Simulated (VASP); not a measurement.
# O on Co(0001): binding against coverage, part 5 of 12

Aim: adsorption energy and work function of O on Co(0001) from low coverage to a full layer.

VASP 6.6.1, plane waves and PAW; the level of theory is named at each step.

Still holding for the runs below: The magnetic state follows from one typed start and may not be the lowest.

So far. Step 5 (The vacuum level, cell 1 x 1, k-mesh 12×12×1): The vacuum level lies 4.91 eV above the Fermi level at the upper face; the two faces differ by 0.06 eV, the step that the slab's dipole of -0.002 e·Å makes. Step 6 (Relaxing the adsorbate, coverage 1/1, k-mesh 12×12×1): The run ended after 16 ionic steps, 0.183 eV below its first step, once the forces on the free atoms met EDIFFG = -0.03.

## (7) The vacuum level with the adsorbate, coverage 1/1, k-mesh 12×12×1

Level of this step: PBE, spin-polarised from a ferromagnetic start; plane waves and PAW (Co, O) (VASP).

A static run like the clean slab's shows how the vacuum level shifts, by charge transfer, by any dipole of the adsorbate and by the slab's own rearrangement.

File INCAR:

```
SYSTEM = Co4O
PREC = Normal
ENCUT = 440
EDIFF = 1E-06
NELM = 120
ISMEAR = 1
SIGMA = 0.15
LREAL = .FALSE.
ALGO = Fast
GGA = PE
NBANDS = 34
ISPIN = 2
MAGMOM = 2 2 2 2 0
LASPH = .TRUE.
LMAXMIX = 4
LORBIT = 11
LWAVE = .FALSE.
LCHARG = .FALSE.
KPAR = 8
IDIPOL = 3
LDIPOL = .TRUE.
DIPOL = 0.5 0.5 0.542
LVHAR = .TRUE.
LVACPOTAV = .TRUE.
```

File POSCAR:

```
Co4O
1.0
    2.4892217852      0.0000000000      0.0000000000
    1.2446108926      2.1557293016      0.0000000000
    0.0000000000      0.0000000000     21.0421269460
Co O
4 1
Selective dynamics
Direct
    0.6666666700      0.6666666700      0.3564278500  F F F
    0.0000000000      0.0000000000      0.4521426200  F F F
    0.6666666700      0.6666666700      0.5486199860  T T T
    0.0000000000      0.0000000000      0.6504145050  T T T
    0.6666666700      0.6666666700      0.7005599071  T T T
```

File KPOINTS:

```
Automatic mesh
0
Gamma
12 12 1
0 0 0
```

The projector-augmented-wave data sets are Co and O (PBE family, release 64).

Launch:

```console
$ mpirun -np 8 vasp_std
```

The program printed:

```text
[... set-up lines as in an earlier step ...]
 entering main loop
       N       E                     dE             d eps       ncg     rms          rms(c)
DAV:   1     0.336885291654E+03    0.33689E+03   -0.17271E+04  2584   0.120E+03
DAV:   2     0.283318531050E+01   -0.33405E+03   -0.30635E+03  2656   0.293E+02
DAV:   3    -0.383393886836E+02   -0.41173E+02   -0.38634E+02  2906   0.124E+02
DAV:   4    -0.397864651335E+02   -0.14471E+01   -0.14366E+01  2872   0.240E+01
DAV:   5    -0.398140360327E+02   -0.27571E-01   -0.27565E-01  3208   0.300E+00    0.297E+01
RMM:   6    -0.694511718113E+02   -0.29637E+02   -0.77792E+01  3189   0.741E+01    0.779E+01
RMM:   7    -0.506293021002E+02    0.18822E+02   -0.62934E+00  2902   0.187E+01    0.580E+01
RMM:   8    -0.733116444685E+02   -0.22682E+02   -0.18740E+01  3478   0.347E+01    0.672E+01
RMM:   9    -0.736405678244E+02   -0.32892E+00   -0.12735E+01  3469   0.253E+01    0.606E+01
RMM:  10    -0.438864845750E+02    0.29754E+02   -0.10144E+01  3306   0.245E+01    0.320E+01
RMM:  11    -0.370500129705E+02    0.68365E+01   -0.49806E+00  3060   0.166E+01    0.351E+01
RMM:  12    -0.364910814682E+02    0.55893E+00   -0.14733E+00  3061   0.836E+00    0.316E+01
RMM:  13    -0.338368354170E+02    0.26542E+01   -0.27726E-01  3002   0.425E+00    0.226E+01
RMM:  14    -0.332617726939E+02    0.57506E+00   -0.18525E-01  3017   0.309E+00    0.200E+01
RMM:  15    -0.324389750082E+02    0.82280E+00   -0.16286E-01  3090   0.218E+00    0.130E+01
RMM:  16    -0.329210026125E+02   -0.48203E+00   -0.11632E-01  3081   0.199E+00    0.134E+01
RMM:  17    -0.328005448906E+02    0.12046E+00   -0.37911E-01  3390   0.279E+00    0.940E+00
RMM:  18    -0.326795653393E+02    0.12098E+00   -0.15850E-01  3242   0.165E+00    0.612E+00
RMM:  19    -0.327065104167E+02   -0.26945E-01   -0.96197E-03  3091   0.603E-01    0.581E+00
RMM:  20    -0.327234505405E+02   -0.16940E-01   -0.12082E-02  3080   0.710E-01    0.502E+00
RMM:  21    -0.327937591702E+02   -0.70309E-01   -0.12080E-02  3085   0.686E-01    0.459E+00
RMM:  22    -0.328264296765E+02   -0.32671E-01   -0.61032E-02  4018   0.148E+00    0.298E+00
RMM:  23    -0.328528076001E+02   -0.26378E-01   -0.18568E-02  3232   0.831E-01    0.270E+00
RMM:  24    -0.328366901263E+02    0.16117E-01   -0.64887E-03  3115   0.491E-01    0.226E+00
RMM:  25    -0.328689795245E+02   -0.32289E-01   -0.22726E-02  3520   0.870E-01    0.157E+00
RMM:  26    -0.329694636338E+02   -0.10048E+00   -0.13257E-02  3251   0.553E-01    0.162E+00
RMM:  27    -0.329804291108E+02   -0.10965E-01   -0.13512E-02  3337   0.560E-01    0.114E+00
RMM:  28    -0.331118761030E+02   -0.13145E+00   -0.20928E-02  3439   0.622E-01    0.537E-01
RMM:  29    -0.331818006825E+02   -0.69925E-01   -0.80660E-03  3230   0.370E-01    0.283E-01
RMM:  30    -0.332445642013E+02   -0.62764E-01   -0.54941E-03  3283   0.296E-01    0.261E-01
[...]
RMM:  38    -0.332599128428E+02   -0.24732E-03   -0.12519E-05  2956   0.158E-02    0.173E-02
RMM:  39    -0.332601401218E+02   -0.22728E-03   -0.13700E-05  2970   0.168E-02    0.250E-02
RMM:  40    -0.332602096238E+02   -0.69502E-04   -0.46512E-06  2513   0.104E-02    0.175E-02
RMM:  41    -0.332602269910E+02   -0.17367E-04   -0.10650E-06  2156   0.565E-03    0.121E-02
RMM:  42    -0.332602382168E+02   -0.11226E-04   -0.54941E-07  2083   0.461E-03    0.118E-02
RMM:  43    -0.332602362934E+02    0.19234E-05   -0.45020E-07  2060   0.451E-03    0.557E-03
RMM:  44    -0.332602373918E+02   -0.10984E-05   -0.14174E-07  2007   0.204E-03    0.392E-03
RMM:  45    -0.332602427979E+02   -0.54061E-05   -0.54792E-08  1765   0.138E-03    0.261E-03
RMM:  46    -0.332602495813E+02   -0.67834E-05   -0.71077E-08  1900   0.157E-03    0.360E-03
RMM:  47    -0.332602523671E+02   -0.27858E-05   -0.23938E-08  1691   0.130E-03    0.215E-03
RMM:  48    -0.332602534176E+02   -0.10505E-05   -0.54268E-09  1104   0.745E-04    0.178E-03
RMM:  49    -0.332602539434E+02   -0.52574E-06   -0.37839E-09  1004   0.776E-04
 [... a notice as in an earlier step ...]

   1 F= -.33260254E+02 E0= -.33256926E+02  d E =-.998251E-02  mag=     5.5169
```

It took 28 s on 8 MPI ranks of AMD EPYC 9R45, shared host; peak memory 1.9 GiB.

From OUTCAR (step 7):

```text
   NELECT =      42.0000    total number of electrons

 dipolmoment           0.000000      0.000000      0.052654 electrons x Angstroem

 E-fermi :   1.0653

 spin component 1
 k-point     1 :       0.0000    0.0000    0.0000
  band No.  band energies     occupation
    ...
     22      -0.2393      1.00000
     23      -0.1108      1.00000
     24       0.0169      1.00000
     25       0.0169      1.00000
     26       0.7643      1.00783
     27       2.1564     -0.00000
     28       2.1564     -0.00000
     29       5.7743      0.00000
     30       7.3667      0.00000
     31       7.3900      0.00000
    ...

 k-point     2 :       0.0833    0.0000    0.0000
  band No.  band energies     occupation
    ...
     21      -0.4071      1.00000
     22      -0.2475      1.00000
     23      -0.1699      1.00000
     24       0.0305      1.00000
     25       0.1172      1.00000
     26       1.4934     -0.00021
     27       2.0734     -0.00000
     28       2.1793     -0.00000
     29       5.9875      0.00000
     30       7.5696      0.00000
    ...

  Total        3.1733443      3.1733443     -0.9594635      0.0000000     -0.0000000     -0.0000000
  in kB       45.0277585     45.0277585    -13.6141833      0.0000000     -0.0000000     -0.0000000
  external PRESSURE =      25.4804445 kB  Pullay stress =       0.0000000 kB

 POSITION                                       TOTAL-FORCE (eV/Angst)
 -----------------------------------------------------------------------------------
      2.48922      1.43715      7.50000        -0.000000     -0.000000      0.306433
      0.00000      0.00000      9.51404        -0.000000     -0.000000     -0.298779
      2.48922      1.43715     11.54413        -0.000000     -0.000000      0.003673
      0.00000      0.00000     13.68610        -0.000000     -0.000000     -0.005567
      2.48922      1.43715     14.74127         0.000000      0.000000     -0.005760
 -----------------------------------------------------------------------------------
    total drift:                                0.000005      0.000003     -0.003126

  FREE ENERGIE OF THE ION-ELECTRON SYSTEM (eV)
  ---------------------------------------------------
  free  energy   TOTEN  =       -33.2602539434 eV

  energy  without entropy=      -33.2502714355  energy(sigma->0) =      -33.25692644

 vacuum level on the upper side and lower side of the slab         7.765         5.981

 magnetization (x)
# of ion       s       p       d       tot
------------------------------------------
    1       -0.009  -0.039   1.841   1.793
    2       -0.010  -0.050   1.759   1.699
    3       -0.009  -0.030   1.810   1.771
    4       -0.003  -0.001   0.301   0.297
    5        0.001   0.005   0.000   0.006
--------------------------------------------------
tot         -0.031  -0.115   5.711   5.565

[... 7 parts as in an earlier step ...]

[... 15 further parts left out ...]
```

Numbers from this step:

- electronic cycles: 49
- Fermi energy: 1.065 eV
- moment of the cell, from the last line of the log: 5.517 μB
- dipole moment: 0, 0, 0.05265 e·Å
- vacuum levels: 7.768, 5.992 eV
- work functions of the upper and lower face: 6.703, 4.927 eV

Zero at the Fermi level. The planar average of the electrostatic potential by height:

```csv
height (Å),planar average of the electrostatic potential (eV)
0.0,6.70
0.5,6.69
1.0,5.39
1.5,4.93
2.0,4.93
2.5,4.93
3.0,4.93
3.5,4.93
4.0,4.92
4.5,4.90
5.0,4.84
5.5,4.62
6.0,3.84
6.5,1.09
7.0,-9.10
7.5,-22.2
8.0,-9.16
8.5,-0.910
9.0,-8.80
9.5,-22.1
10.0,-9.76
10.5,-0.836
11.0,-7.74
11.5,-22.2
12.0,-10.9
12.5,-0.473
13.0,-4.20
13.5,-20.8
14.0,-17.9
14.5,-11.6
15.0,-6.14
15.5,4.75
16.0,6.41
16.5,6.66
17.0,6.69
17.5,6.70
18.0,6.70
18.5,6.70
19.0,6.70
19.5,6.70
20.0,6.70
20.5,6.70
```

Force by atom:

```csv
atom,x (eV/Å),y (eV/Å),z (eV/Å),size
Co1,0.000,0.000,0.306,0.306
Co2,0.000,0.000,-0.299,0.299
Co3,0.000,0.000,0.004,0.004
Co4,0.000,0.000,-0.006,0.006
O5,0.000,0.000,-0.006,0.006
```

At the end the adsorbate's closest contact with the slab is O-Co at 1.78 Å, 1.44 Å to the side of the slab's atom, and its lowest atom lies 1.06 Å above the highest atom of the slab.

The vacuum level lies 6.70 eV above the Fermi level at the upper face; the two faces differ by 1.78 eV, the step that the slab's dipole of 0.053 e·Å makes.

VASP counts the dipole in electrons times Å, so a positive number points the physical dipole along −c.

The program found no field-free point at its default tolerance, and its printed vacuum level lies off the flat part of the planar average, by 0.00 eV at the upper face; the levels here are read from the flat part.

## (8) Relaxing the slab, cell 2 x 2, k-mesh 6×6×1

This step: PBE, spin-polarised from a ferromagnetic start; plane waves and PAW (Co) (VASP 6.6.1).

System of this step: Co(0001). The cell holds 16 atoms: 16 Co. Its edges and angles: a = 4.978 Å, b = 4.978 Å, c = 21.042 Å, α = 90.0°, β = 90.0°, γ = 60.0°. It derives from Co. 4 layers of hcp Co, cut at this functional's lattice. Vacuum lies along c.

File INCAR:

```
SYSTEM = Co
PREC = Normal
ENCUT = 440
EDIFF = 1E-05
NELM = 120
ISMEAR = 1
SIGMA = 0.15
LREAL = Auto
ALGO = Fast
GGA = PE
NBANDS = 116
ISPIN = 2
MAGMOM = 2 2 2 2 2 2 2 2 2 2 2 2 2 2 2 2
LASPH = .TRUE.
LMAXMIX = 4
LORBIT = 11
LWAVE = .FALSE.
LCHARG = .FALSE.
KPAR = 4
NCORE = 2
IBRION = 2
NSW = 30
ISIF = 2
EDIFFG = -0.03
POTIM = 0.4
MAXMIX = 40
IDIPOL = 3
LDIPOL = .TRUE.
DIPOL = 0.5 0.5 0.5
```

File POSCAR:

```
Co
1.0
    4.9784435704      0.0000000000      0.0000000000
    2.4892217852      4.3114586033      0.0000000000
    0.0000000000      0.0000000000     21.0421269460
Co
16
Selective dynamics
Direct
    0.8333333300      0.3333333300      0.3564278500  F F F
    0.3333333300      0.3333333300      0.3564278500  F F F
    0.8333333300      0.8333333300      0.3564278500  F F F
    0.3333333300      0.8333333300      0.3564278500  F F F
    0.0000000000      0.0000000000      0.4521426200  F F F
    0.5000000000      0.0000000000      0.4521426200  F F F
    0.0000000000      0.5000000000      0.4521426200  F F F
    0.5000000000      0.5000000000      0.4521426200  F F F
    0.8333333300      0.3333333300      0.5478573800  T T T
    0.3333333300      0.3333333300      0.5478573800  T T T
    0.8333333300      0.8333333300      0.5478573800  T T T
    0.3333333300      0.8333333300      0.5478573800  T T T
    0.0000000000      0.0000000000      0.6435721500  T T T
    0.5000000000      0.0000000000      0.6435721500  T T T
    0.0000000000      0.5000000000      0.6435721500  T T T
    0.5000000000      0.5000000000      0.6435721500  T T T
```

File KPOINTS:

```
Automatic mesh
0
Gamma
6 6 1
0 0 0
```

PAW data sets: Co (PBE family, release 64).

Launch:

```console
$ mpirun -np 8 vasp_std
```

The program printed:

```text
[banner, memory and clock lines left out]
running    8 mpi-ranks, on    1 nodes
[...]
LDA part: xc-table for (Slater+PW92), standard interpolation
 POSCAR, INCAR and KPOINTS ok, starting setup
[...]
entering main loop
       N       E                     dE             d eps       ncg     rms          rms(c)
DAV:   1     0.108367013529E+04    0.10837E+04   -0.55095E+04  3248   0.117E+03
DAV:   2    -0.218003249186E+02   -0.11055E+04   -0.10216E+04  3248   0.287E+02
DAV:   3    -0.119723241055E+03   -0.97923E+02   -0.85955E+02  3444   0.121E+02
DAV:   4    -0.122576205665E+03   -0.28530E+01   -0.28319E+01  3536   0.240E+01
[...]
RMM:  31    -0.106774232136E+03   -0.17324E-04   -0.22100E-06  1847   0.421E-03    0.321E-03
RMM:  32    -0.106774247666E+03   -0.15530E-04   -0.95148E-07  1714   0.298E-03    0.136E-03
RMM:  33    -0.106774256344E+03   -0.86778E-05   -0.52033E-07  1632   0.253E-03
   1 F= -.10677426E+03 E0= -.10677811E+03  d E =-.106774E+03  mag=    27.0963
[...]
RMM:   8    -0.106834563199E+03    0.78751E-05   -0.16964E-05  2255   0.148E-02
   2 F= -.10683456E+03 E0= -.10683869E+03  d E =-.603069E-01  mag=    27.1432
 trial-energy change:   -0.060307  1 .order   -0.059865   -0.079994   -0.039736
 step:   1.8783(harm=  1.9870)  dis= 0.04368  next Energy=  -106.852314 (dE=-0.781E-01)
[...]
N       E                     dE             d eps       ncg     rms          rms(c)
DAV:   1    -0.106816992862E+03    0.17578E-01   -0.95159E+00  3416   0.795E+00    0.154E+00
RMM:   2    -0.106847323124E+03   -0.30330E-01   -0.12710E-01  3269   0.192E+00    0.210E-01
RMM:   3    -0.106850814168E+03   -0.34910E-02   -0.34224E-02  3354   0.666E-01    0.107E-01
RMM:   4    -0.106851843966E+03   -0.10298E-02   -0.93122E-03  4206   0.311E-01    0.884E-02
[...]
RMM:  12    -0.106852083132E+03   -0.15167E-04   -0.25020E-07  1359   0.191E-03    0.206E-03
RMM:  13    -0.106852097133E+03   -0.14001E-04   -0.20540E-07  1179   0.174E-03    0.992E-04
RMM:  14    -0.106852104287E+03   -0.71537E-05   -0.13327E-07  1061   0.164E-03
   3 F= -.10685210E+03 E0= -.10685655E+03  d E =-.778479E-01  mag=    27.1778
[...]
reached required accuracy - stopping structural energy minimisation
```

Wall time 1.8 min (8 MPI ranks); peak memory 2.9 GiB; 14 min of CPU time.

From OUTCAR (step 8):

```text
  Total       -5.8496921     -5.8496921     -3.1143162     -0.0000000      0.0000000      0.0000000
  in kB      -20.7508621    -20.7508621    -11.0475464     -0.0000000      0.0000000      0.0000000
  external PRESSURE =     -17.5164235 kB  Pullay stress =       0.0000000 kB

 POSITION                                       TOTAL-FORCE (eV/Angst)
 -----------------------------------------------------------------------------------
      4.97844      1.43715      7.50000        -0.000000     -0.000000      0.411363
      2.48922      1.43715      7.50000        -0.000000     -0.000000      0.411363
      6.22305      3.59288      7.50000        -0.000000     -0.000000      0.411363
      3.73383      3.59288      7.50000        -0.000000      0.000000      0.411363
      0.00000      0.00000      9.51404         0.000000     -0.000000     -0.442104
      2.48922      0.00000      9.51404        -0.000000      0.000000     -0.442104
      1.24461      2.15573      9.51404         0.000000      0.000000     -0.442104
      3.73383      2.15573      9.51404         0.000000     -0.000000     -0.442104
      4.97844      1.43715     11.57177        -0.000000     -0.000000      0.006983
      2.48922      1.43715     11.57177        -0.000000     -0.000000      0.006983
      6.22305      3.59288     11.57177        -0.000000     -0.000000      0.006983
      3.73383      3.59288     11.57177        -0.000000     -0.000000      0.006983
      0.00000      0.00000     13.51358        -0.000000     -0.000000      0.023759
      2.48922      0.00000     13.51358        -0.000000     -0.000000      0.023759
      1.24461      2.15573     13.51358        -0.000000     -0.000000      0.023759
      3.73383      2.15573     13.51358        -0.000000     -0.000000      0.023759
 -----------------------------------------------------------------------------------
    total drift:                               -0.000006     -0.000004      0.046717

  FREE ENERGIE OF THE ION-ELECTRON SYSTEM (eV)
  ---------------------------------------------------
  free  energy   TOTEN  =      -106.8521042869 eV

  energy  without entropy=     -106.8654514177  energy(sigma->0) =     -106.85655333

 magnetization (x)
# of ion       s       p       d       tot
------------------------------------------
    1       -0.012  -0.044   1.801   1.745
    2       -0.012  -0.044   1.801   1.745
    3       -0.012  -0.044   1.801   1.745
    4       -0.012  -0.044   1.801   1.745
    5       -0.013  -0.051   1.768   1.704
    6       -0.013  -0.051   1.768   1.704
    7       -0.013  -0.051   1.768   1.704
    8       -0.013  -0.051   1.768   1.704
    9       -0.013  -0.052   1.756   1.692
   10       -0.013  -0.052   1.756   1.692
   11       -0.013  -0.052   1.756   1.692
   12       -0.013  -0.052   1.756   1.692
   13       -0.012  -0.044   1.784   1.728
[...]
--------------------------------------------------
tot         -0.201  -0.762  28.435  27.472

[... 1 part as in an earlier step ...]

[... 3 further parts left out ...]
[key lines of the parts left out:]
E-fermi :   1.0206
```

Relaxation path:

```csv
step,energy less that of the first step (eV),largest force (eV/Å)
1,0.0000,0.6026
2,-0.0603,0.3028
3,-0.0778,0.0238
```

The atoms that moved most (Å):

```csv
atom,dx,dy,dz,length
Co12,0.000,0.000,0.044,0.044
Co11,0.000,0.000,0.044,0.044
Co10,0.000,0.000,0.044,0.044
Co9,0.000,0.000,0.044,0.044
Co16,0.000,0.000,-0.029,0.029
Co15,0.000,0.000,-0.029,0.029
Co14,0.000,0.000,-0.029,0.029
Co13,0.000,0.000,-0.029,0.029
```

Final coordinates:

```
Co
1.0
     4.97844    0.00000    0.00000
     2.48922    4.31146    0.00000
     0.00000    0.00000   21.04213
Co
16
Cartesian
  4.9784 1.4372 7.5000
  2.4892 1.4372 7.5000
  6.2231 3.5929 7.5000
  3.7338 3.5929 7.5000
  0.0000 0.0000 9.5140
  2.4892 0.0000 9.5140
  1.2446 2.1557 9.5140
  3.7338 2.1557 9.5140
  4.9784 1.4372 11.5718
  2.4892 1.4372 11.5718
  6.2231 3.5929 11.5718
  3.7338 3.5929 11.5718
  0.0000 0.0000 13.5136
  2.4892 0.0000 13.5136
  1.2446 2.1557 13.5136
  3.7338 2.1557 13.5136
```

Spin moment in the PAW sphere by atom:

```csv
atom,spin moment in the PAW sphere (μB)
Co1,1.75
Co2,1.75
Co3,1.75
Co4,1.75
Co5,1.70
Co6,1.70
Co7,1.70
Co8,1.70
Co9,1.69
Co10,1.69
Co11,1.69
Co12,1.69
Co13,1.73
Co14,1.73
Co15,1.73
Co16,1.73
```

The run ended after 3 ionic steps, 0.078 eV below its first step, once the forces on the free atoms met EDIFFG = -0.03.

(Part 5 of 12 ends here.)

[Lines on the potential files, build, host, timing and source positions are cut from VASP's logs without a mark.]

[Logs are printed without paths, hosts, clocks, repeated set-up lines and the standing remarks that a program may print on its own settings, such as how far it seeks lower states.]

[Hosts, paths, dates, database ids (printed as entryN), source tags and the programs' standing remarks are cut or masked in the printed files.]

[Runs that stopped without an error message from VASP are left out.]
